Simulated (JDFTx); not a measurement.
Ga:

```xyz
1
Lattice="2.7165 0.0000 0.0000 0.0000 2.7165 0.0000 0.0000 0.0000 2.7165" Properties=species:S:1:pos:R:3 pbc="T T T"
Ga    0.0000    0.0000    0.0000
```

The cell was built by a generator and needn't be a form met in nature.

| Property | Result |
| --- | --- |
| Program | JDFTx 1.7.0 (patched build) |
| Task | relaxation of cell and atoms |
| Functional | PBEsol |
| Potentials or basis | SG15-PBE-1.2 with smoothed tails |
| Cutoff | 1088 eV |
| Density cutoff | 4354 eV |
| k mesh | 5 × 5 × 5 |
| Occupations | fermi-dirac, width 0.05 eV |
| Spin | no spin polarisation |

At the start: pressure -3.9 GPa; volume 20.05 Å³/atom.

Task: How do energy, volume and symmetry change on relaxing?

Result: Over 5 steps the energy falls by 16.8 meV/atom and the volume is 18.74 Å³/atom (-6.5 %); space group Pm-3m (No. 221, to 0.05 Å).

The path:
| step | energy change (eV) | largest force (eV/Å) | pressure (GPa) | volume (Å³) |
| --- | --- | --- | --- | --- |
| 1 | 0.0000 | 0.0000 | -3.94 | 20.05 |
| 2 | -0.0064 | 0.0000 | -3.17 | 19.76 |
| 3 | -0.0168 | 0.0000 | 0.06 | 18.72 |
| 4 | -0.0168 | 0.0000 | 0.01 | 18.74 |
| 5 | -0.0168 | 0.0000 | -0.01 | 18.74 |

Final structure:
```
Ga
1.0
     2.65627    0.00000    0.00000
     0.00000    2.65627    0.00000
     0.00000    0.00000    2.65627
Ga
1
Direct
  0.00000 0.00000 0.00000
```

Caveat: the k mesh is coarse (spacing up to 0.46 Å⁻¹), so the values aren't converged; the plane waves are those of the starting cell, so after so large a change of volume the result is rough; the potentials were made for another functional, which shifts forces and pressure.
